The density of states tells how many electron levels a crystal offers in each small interval of energy. The table gives it for body-centred cubic (bcc) tantalum in a slightly sheared cell of one atom, from density-functional theory with a meta-GGA functional. Energies $E$ are counted from the Fermi level, up to which the levels are filled.

Density of states of bcc tantalum in a slightly sheared one-atom cell, computed with GPAW 26.7.0 (r2SCAN, PAW, 600 eV plane-wave cutoff, 0.05 eV Fermi-Dirac smearing, no spin polarisation or spin-orbit coupling). Values are per cell for both spins, averaged over equal energy bins, from a 16×16×16 k-mesh with a broadening width of 0.2 eV.

```csv
energy from the Fermi level (eV),density of states (states/eV)
-9.833,0.000
-9.167,0.000
-8.500,0.000
-7.833,0.040
-7.167,0.070
-6.500,0.100
-5.833,0.120
-5.167,0.190
-4.500,0.500
-3.833,0.700
-3.167,0.980
-2.500,0.620
-1.833,0.750
-1.167,1.460
-0.500,1.510
0.167,1.080
0.833,0.470
1.500,0.280
2.167,0.540
2.833,0.810
3.500,0.880
4.167,1.140
4.833,1.600
5.500,1.530
```

The questions below follow the electrons from the lowest valence states upward. The printed analysis after the text holds the running count and the two parabolic-band estimates.

**1. Where do the valence electrons sit?**

Density times bin width gives the number of states in a bin, and the running sum counts the electrons that fit below a given energy. Up to the Fermi level this sum is 4.9, close to tantalum's five valence electrons. The weak tail between about -8 and -5 eV holds only 0.35 of them. The others fill the strong group that begins near -4.5 eV and is cut by the Fermi level on its falling upper side.

**2. Why is the tail so thin and the next group so dense?**

A natural first guess for the tail is a gas of free electrons, the simplest model of a metal. If the energy rises with the square of the wave vector, the density of states is

$$N(E)=\frac{V}{2\pi^2}\left(\frac{2m}{\hbar^2}\right)^{3/2}\sqrt{E-E_0},$$

with $V$ the volume per atom, $m$ the electron's effective mass and $E_0$ the band bottom, about 8.2 eV below the Fermi level. The row at -5.833 eV lies 2.4 eV above that bottom. With the free-electron mass the formula gives $0.12\sqrt{2.4}\approx0.19$ states/eV, whereas the table has 0.12.

The lowest computed band in fact rises faster than a free electron's, which corresponds to a mass of 0.60 free-electron masses. This lowers the estimate by the factor $0.60^{3/2}\approx0.46$, to 0.09 states/eV. The mass comes from the band levels of the same run and was not fitted to the densities, so the comparison tests the parabolic shape and not the functional.

Neither mass describes the whole tail: the free one gives 48% too many states, the light one 32% too few. The light mass does well at the very bottom and falls increasingly short higher up. The computed levels show why. Along one direction from the zone centre, the lowest band has risen 3.7 times as far after two equal steps of the wave vector as after one, and 7.1 times as far after three, where a parabola gives four and nine. A band that flattens in this way packs more states into each electronvolt. Mixing with d states is the likely cause. At -0.5 eV the table has 1.51 states/eV, almost ten times the light-mass value. Theory explains the excess by the 5d orbitals, which are compact and overlap less than 6s orbitals, so that their ten states per atom are squeezed into a band of limited width.

**3. Why does the density collapse at 1.5 eV and then recover?**

The hydrogen molecule shows the principle. Two overlapping orbitals give a bonding level, in which the waves add between the atoms, and an antibonding level, in which they cancel. In a crystal each level spreads into a band, and intermediate phases could fill the space between. The usual explanation for bcc metals is that d bands which would cross there mix and push each other apart, which thins out the middle. The analogy ends there, because the dip keeps 0.28 states/eV and is not a gap.

The count fits a division of the d states into a lower and an upper half, but it does not test the mixing, and the states were not sorted by orbital. Up to the middle of the dip there is room for 5.8 electrons. That is roughly what half of the ten d states plus about one electron in the broad s-like band would give. The upper group is still dense where the table ends, so its own count is incomplete.

**4. What would one more electron per atom do?**

Tantalum is about 0.9 electrons short of the middle of the dip. If the bands stayed as they are, a sixth electron would raise the Fermi level by 1.8 to 2.0 eV, depending on whether one counts on from the 4.9 found above or to exactly six. That is the upper edge of the dip, where the density is between a fifth and two fifths of its value at tantalum's Fermi level.

Tungsten, the next element and also bcc, is indeed known for a low density of states at the Fermi level. Its larger nuclear charge also reshapes the bands, so the estimate gives the direction and rough size of the change only. The rule behind it carries over to other bcc transition metals: with five valence electrons the Fermi level lies on the dense bonding side, with six it lies in or near the dip.

**5. What can be measured of the density at the Fermi level?**

Only electrons within a few $k_\mathrm{B}T$ of the Fermi level can take up heat, so at low temperature, as long as the metal is not superconducting, their heat capacity is $\gamma T$ with

$$\gamma=\frac{\pi^2}{3}k_\mathrm{B}^2N_\mathrm{A}N(E_\mathrm{F}).$$

Here $N_\mathrm{A}$ is Avogadro's constant. The density computed at the Fermi level itself, 1.36 states/eV, gives $\gamma=3.2$ mJ/(mol K²). The measured coefficient is known to be clearly larger. The usual main reason for such an excess is that moving electrons drag a distortion of the lattice with them and so become heavier, an effect that a calculation with fixed nuclei leaves out.

Tantalum also serves as a barrier layer around copper interconnects. There a high density at the Fermi level does not promise a low resistance. The d electrons move slowly, and their many states give the faster electrons places to scatter into.

**6. Which digits would survive a change of settings?**

The bin width matters most where the density is steep. The row at 0.167 eV straddles the Fermi level and averages to 1.08 states/eV, although the density at the level itself is a quarter higher. Finer bins would resolve this slope and sharpen the peaks, but would hardly change the electron counts. The densities are rounded to two decimals (the third printed one is always zero), so in the weakest non-zero row rounding alone allows an error of 12.5% of the value.

For real tantalum the cell and the neglected spin-orbit coupling set a coarser limit. The shear splits levels that cubic symmetry would keep equal by about 0.8 eV, and spin-orbit coupling would shift 5d levels by some tenths of an electronvolt. Between the rows at -0.5 and 0.833 eV the density falls on average by $(1.51-0.47)/1.33\approx0.8$ states/eV per electronvolt. At this slope a shift of only 0.1 eV changes the density at the Fermi level by about 6%. The real change may well be larger, because the drop from 1.36 at the level to a mean of 1.08 in its bin suggests a steeper fall just there. The sequence of tail, dense group, dip and dense group can therefore be trusted, whereas the second decimal of a density and the small differences between neighbouring peak rows cannot.

Output of the analysis:

```
Running count and parabolic-band densities:
     row  upper edge of bin (eV)  states up to that edge  free-electron density (states/eV)  light-mass density (states/eV)
  -9.833                    -9.5              -9.833e-06                                  0                               0
  -9.167                  -8.834              -9.167e-06                                  0                               0
    -8.5                  -8.167                -8.5e-06                           0.002467                        0.001141
  -7.833                    -7.5                 0.02666                            0.07573                         0.03502
  -7.167                  -6.834                 0.07332                             0.1265                         0.05852
    -6.5                  -6.167                    0.14                             0.1615                          0.0747
  -5.833                    -5.5                    0.22                             0.1901                         0.08792
  -5.167                  -4.834                  0.3467                             0.2149                         0.09937
    -4.5                  -4.167                    0.68                             0.2371                          0.1096
  -3.833                    -3.5                   1.147                             0.2574                           0.119
  -3.167                  -2.834                     1.8                             0.2761                          0.1277
    -2.5                  -2.167                   2.213                             0.2937                          0.1359
  -1.833                    -1.5                   2.713                             0.3104                          0.1435
  -1.167                 -0.8337                   3.687                             0.3261                          0.1508
    -0.5                 -0.1667                   4.693                             0.3411                          0.1578
   0.167                  0.5003                   5.413                             0.3555                          0.1644
   0.833                   1.166                   5.727                             0.3693                          0.1708
     1.5                   1.833                   5.913                             0.3827                           0.177
   2.167                     2.5                   6.273                             0.3956                          0.1829
   2.833                   3.166                   6.813                              0.408                          0.1887
     3.5                   3.833                     7.4                             0.4201                          0.1943
   4.167                     4.5                    8.16                             0.4319                          0.1997
   4.833                   5.166                   9.226                             0.4433                           0.205
     5.5                   5.833                   10.25                             0.4545                          0.2102
States from the bottom of the table up to the Fermi level: 4.919
States in the weak tail (rows -7.833 to -5.167 eV): 0.3467
States up to the middle of the deep dip: 5.82
States between the Fermi level and the middle of the dip: 0.9011
States from the middle of the dip to the end of the table: 4.427
Density at the Fermi level over density in the dip row: 4.844
Density at the Fermi level over mean of the row that straddles it: 1.256
Level after adding one electron to the counted number (eV): 1.844
Level at which the count reaches six (eV): 1.994
Band mass near the bottom in free-electron masses: 0.598
Free-electron tail states over table tail states: 1.478
Light-mass tail states over table tail states: 0.6837
Electronic heat-capacity coefficient from the Fermi-level density (mJ/(mol K^2)): 3.197
Largest rounding error of the weakest non-zero row (percent): 12.5
```
